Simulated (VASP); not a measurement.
# Bi (Im-3m) in VASP: a series of runs

One crystal, Bi, is run at these levels: LDA; tasks: relaxation of the atoms.

Program: VASP 6.6.1. These are calculated values, not measurements. Logs are shortened: lines on timing, memory, paths and dates and some standing lists are left out, and cuts for length are marked.

## Step 1: The crystal as given

The structure is cubic, space group Im-3m (No. 229). Conventional cell: a = 3.884 Å, b = 3.884 Å, c = 3.884 Å, α = 90.00°, β = 90.00°, γ = 90.00°. Bi (site symmetry m-3m) is surrounded by 8 Bi at 3.36 Å.

This isn't the form of Bi at room conditions, which is rhombohedral.

## Step 2: Relaxation of the atoms, LDA (a relaxed cell with its volume scaled by 0.96)

File INCAR:

```
ALGO = Normal ; EDIFF = 1E-7
EDIFFG = -0.01 ; ENCUT = 600
GGA = CA ; IBRION = 2
ISIF = 2 ; ISMEAR = 1
LASPH = T ; LCHARG = F
LREAL = F ; LWAVE = F
NELM = 80 ; NSW = 40
PREC = Accurate ; SIGMA = 0.1
```

File KPOINTS:

```
k-points
0
Gamma
  14 14 14
```

File POSCAR:

```
Bi                                      
1.0
   -1.9155813763      1.9155813763      1.9155813763
    1.9155813763     -1.9155813763      1.9155813763
    1.9155813763      1.9155813763     -1.9155813763
  Bi            
     1
Direct
     0.0000000000000000    0.0000000000000000    0.0000000000000000
```

Potentials or basis: VASP PAW LDA potentials, release 64 (Bi_d).

On the command line:

```
cat potpaw_LDA.64/Bi_d/POTCAR > POTCAR
mpirun -np 1 vasp_std > vasp.out
```

OUTCAR:

```text
EDIFF = 1E-7
   EDIFFG = -0.01
   ENCUT = 600
   GGA = CA
   IBRION = 2
   ISIF = 2
   ISMEAR = 1
   LASPH = T
   LREAL = F
   NELM = 80
   NSW = 40
   PREC = Accurate

 ion  position               nearest neighbor table
   1  0.000  0.000  0.000-

  LATTYP: Found a body centered cubic cell.
 ALAT       =     3.8311627526

  Lattice vectors:

 A1 = (  -1.9155813763,   1.9155813763,   1.9155813763)
 A2 = (   1.9155813763,  -1.9155813763,   1.9155813763)
 A3 = (   1.9155813763,   1.9155813763,  -1.9155813763)

Analysis of symmetry for initial positions (statically):
=====================================================================
 Subroutine PRICEL returns:
 Original cell was already a primitive cell.

 Routine SETGRP: Setting up the symmetry group for a
 body centered cubic supercell.

 Subroutine GETGRP returns: Found 48 space group operations
 (whereof 48 operations were pure point group operations)
 out of a pool of 48 trial point group operations.

The static configuration has the point symmetry O_h .

Analysis of symmetry for dynamics (positions and initial velocities):
=====================================================================
 Subroutine PRICEL returns:
 Original cell was already a primitive cell.

 Routine SETGRP: Setting up the symmetry group for a
 body centered cubic supercell.

 Subroutine GETGRP returns: Found 48 space group operations
 (whereof 48 operations were pure point group operations)
 out of a pool of 48 trial point group operations.

The dynamic configuration has the point symmetry O_h .

 Subroutine INISYM returns: Found 48 space group operations
 (whereof 48 operations are pure point group operations),
 and found     1 'primitive' translations

----------------------------------------------------------------------------------------

                                     Primitive cell

  volume of cell :      28.1165

  direct lattice vectors                    reciprocal lattice vectors
    -1.915581376  1.915581376  1.915581376     0.000000000  0.261017363  0.261017363
     1.915581376 -1.915581376  1.915581376     0.261017363  0.000000000  0.261017363
     1.915581376  1.915581376 -1.915581376     0.261017363  0.261017363  0.000000000

  length of vectors
     3.317884270  3.317884270  3.317884270     0.369134295  0.369134295  0.369134295

  position of ions in fractional coordinates (direct lattice)
[... 85 lines left out ...]
   POTIM  = 0.5000    time-step for ionic-motion
   TEBEG  =    0.0;   TEEND  =   0.0 temperature during run
   PSTRESS=    0.0 pullay stress
   NELECT =      15.0000    total number of electrons
   NUPDOWN=      -1.0000    fix difference up-down
   EMIN   =  10.00;   EMAX   =-10.00  energy-range for DOS
   EFERMI =   0.00;   METHOD = LEGACY
   ISMEAR =     1;   SIGMA  =   0.10  broadening in eV -4-tet -1-fermi 0-gaus
   EFERMI_NEDOS =   21; number of points for ismear=-14 and -15
   IALGO  =     38    algorithm
   IMIX   =      4    mixing-type and parameters
     AMIX     =   0.40;   BMIX     =  1.00
     AMIX_MAG =   1.60;   BMIX_MAG =  1.00
  volume/ion in A,a.u.               =      28.12       189.74
  Fermi-wavevector in a.u.,A,eV,Ry     =   1.327755  2.509093 23.986168  1.762934
  Thomas-Fermi vector in A             =   2.457044
   LORBIT       =      0    0 simple, 1 ext, 2 COOP (PROOUT), +10 PAW based schemes
   GGA     = CA    functional components
   LHFCALC =     F    Hartree Fock is set to
   AEXX    =    0.0000 exact exchange contribution
   IVDW    =     0    specifies the selected vdW correction
   LEPSILON=     F    determine dielectric tensor
   LRPA    =     F    only Hartree local field effects (RPA)
 conjugate gradient relaxation of ions
 non-spin polarized calculation
 Methfessel and Paxton  Order N= 1 SIGMA  =   0.10
  energy-cutoff  :      600.00
  volume of cell :       28.12
 maximum number of plane-waves:       962
   NGX = 13   NGY = 13   NGZ = 13

 number of electron      15.0000001 magnetization

 Free energy of the ion-electron system (eV)
  ---------------------------------------------------
  ext. energy  EPLUGINS =         0.00000000
  ---------------------------------------------------
  free energy    TOTEN  =        -4.45118831 eV

  energy without entropy =       -4.45103162  energy(sigma->0) =       -4.45113608

 E-fermi :   8.9462     XC(G=0): -11.0224

 val. band max:        8.9242284009   @ k =  -0.3571   0.3571   0.2857
 cond. band min:       8.9523802861   @ k =  -0.4286   0.4286   0.2143
 fundamental gap:      0.0281518851
 Fermi energy:         8.9462165793

 k-point     1 :       0.0000    0.0000    0.0000
  band No.  band energies     occupation
      1     -14.0694      2.00000
      2     -14.0694      2.00000
      3     -14.0694      2.00000
      4     -13.8869      2.00000
      5     -13.8869      2.00000
      6      -5.2798      2.00000
      7      14.8230      0.00000
      8      14.8230      0.00000
      9      14.8230      0.00000
     10      19.5335      0.00000
     11      19.5351      0.00000
[... 309 lines left out ...]
 k-point    24 :       0.3571    0.2857    0.0000
  band No.  band energies     occupation
      1     -14.0841      2.00000
      2     -13.9647      2.00000
      3     -13.9351      2.00000
      4     -13.8807      2.00000
      5     -13.8481      2.00000
      6      -1.0765      2.00000
      7       4.7958      2.00000
      8       5.9769      2.00000
      9      11.5417      0.00000
     10      18.2592      0.00000
     11      19.9138      0.00000

 [... further k-points ...]

------------------------ aborting loop because EDIFF is reached ----------------------------------------

  FORCE on cell =-STRESS in cart. coord.  units (eV):
  Direction    XX          YY          ZZ          XY          YZ          ZX
  --------------------------------------------------------------------------------------
  -------------------------------------------------------------------------------------
  Total        0.4946015      0.4946015      0.4946015     -0.0000000      0.0000000     -0.0000000
  in kB       28.1841000     28.1841000     28.1841000     -0.0000000      0.0000000     -0.0000000
  external PRESSURE =      28.1841000 kB  Pullay stress =       0.0000000 kB

 VOLUME and BASIS-vectors are now :
 -----------------------------------------------------------------------------
  energy-cutoff  :      600.00
  volume of cell :       28.12
      direct lattice vectors                 reciprocal lattice vectors
    -1.915581376  1.915581376  1.915581376     0.000000000  0.261017363  0.261017363
     1.915581376 -1.915581376  1.915581376     0.261017363  0.000000000  0.261017363
     1.915581376  1.915581376 -1.915581376     0.261017363  0.261017363  0.000000000

 POSITION                                       TOTAL-FORCE (eV/Angst)
 -----------------------------------------------------------------------------------
      0.00000      0.00000      0.00000         0.000000      0.000000      0.000000
 -----------------------------------------------------------------------------------
    total drift:                               -0.000000     -0.000000     -0.000000

  FREE ENERGIE OF THE ION-ELECTRON SYSTEM (eV)
  ---------------------------------------------------
  free  energy   TOTEN  =        -4.4511883079 eV

  energy  without entropy=       -4.4510316199  energy(sigma->0) =       -4.45113608

 reached required accuracy - stopping structural energy minimisation
```

OSZICAR:

```text
N       E                     dE             d eps       ncg     rms          rms(c)
DAV:   1     0.110717346389E+03    0.11072E+03   -0.88511E+03  2294   0.178E+03
DAV:   2     0.116831141808E+01   -0.10955E+03   -0.10742E+03  2351   0.383E+02
DAV:   3    -0.432239625719E+01   -0.54907E+01   -0.53798E+01  2680   0.915E+01
DAV:   4    -0.445528811759E+01   -0.13289E+00   -0.13262E+00  2752   0.152E+01
DAV:   5    -0.446076216654E+01   -0.54740E-02   -0.54729E-02  2881   0.279E+00    0.497E-01
DAV:   6    -0.445374493084E+01    0.70172E-02   -0.94829E-03  2875   0.163E+00    0.274E-01
DAV:   7    -0.445131166523E+01    0.24333E-02   -0.51225E-03  2690   0.121E+00    0.713E-02
DAV:   8    -0.445118946042E+01    0.12220E-03   -0.33799E-04  2656   0.358E-01    0.740E-03
DAV:   9    -0.445118822606E+01    0.12344E-05   -0.90809E-06  3217   0.505E-02    0.325E-03
DAV:  10    -0.445118830789E+01   -0.81832E-07   -0.42711E-07  2624   0.787E-03
   1 F= -.44511883E+01 E0= -.44511361E+01  d E =-.445119E+01
```

Run time: 11 s. Hardware: 1 thread of Intel Xeon 6975P-C (Granite Rapids), shared host; peak memory 0.17 GiB.

Results:

```yaml
Free_energy: -4.4512 eV
Pressure_after_relaxing: 2.8 GPa
Band_gap_on_the_k_mesh: none (metal or under the smearing width)
```

Final structure:
```xyz
1
Lattice="-1.9156 1.9156 1.9156 1.9156 -1.9156 1.9156 1.9156 1.9156 -1.9156" Properties=species:S:1:pos:R:3 pbc="T T T"
Bi    0.0000    0.0000    0.0000
```

Caveat: the relaxation stopped at its first step, so nothing moved; spin-orbit coupling is left out, which moves the levels of the heavy elements.

## Step 3: Relaxation of the atoms, LDA (a relaxed cell with its volume scaled by 0.98)

INCAR is that of step 2.

KPOINTS is that of step 2.

File POSCAR:

```
Bi                                      
1.0
   -1.9287926998      1.9287926998      1.9287926998
    1.9287926998     -1.9287926998      1.9287926998
    1.9287926998      1.9287926998     -1.9287926998
  Bi            
     1
Direct
     0.0000000000000000    0.0000000000000000    0.0000000000000000
```

Potentials or basis: VASP PAW LDA potentials, release 64 (Bi_d).

On the command line:

```
cat potpaw_LDA.64/Bi_d/POTCAR > POTCAR
mpirun -np 1 vasp_std > vasp.out
```

Run time: 12 s. Hardware: 1 thread of Intel Xeon 6975P-C (Granite Rapids), shared host; peak memory 0.17 GiB.

Results (log left out):

| Item | Value |
| --- | --- |
| Free energy | -4.4588 eV |
| Pressure after relaxing | 1.3 GPa |
| Band gap on the k mesh | none (metal or under the smearing width) |

Final structure:
```yaml
crystal:
  lattice:
    - [-1.92879, 1.92879, 1.92879]
    - [1.92879, -1.92879, 1.92879]
    - [1.92879, 1.92879, -1.92879]
  atoms:
    - { symbol: Bi, position: [0.00000, 0.00000, 0.00000] }
```

Levels at points of the mesh, in eV from the Fermi level:
| k point | band 4 | band 5 | band 6 | band 7 | band 8 | band 9 | band 10 | band 11 |
| --- | --- | --- | --- | --- | --- | --- | --- | --- |
| (0.00, 0.00, 0.00) | -22.81 | -22.81 | -14.05 | 5.72 | 5.72 | 5.72 | 10.56 | 10.60 |
| (0.50, 0.00, 0.00) | -22.82 | -22.70 | -10.54 | -5.48 | 1.76 | 3.72 | 6.42 | 7.92 |
| (0.50, 0.50, 0.50) | -22.73 | -22.73 | -8.06 | -1.93 | -1.93 | -1.93 | 3.60 | 3.60 |

Caveat: the relaxation stopped at its first step, so nothing moved; spin-orbit coupling is left out, which moves the levels of the heavy elements.

[end of part 1 of 2]
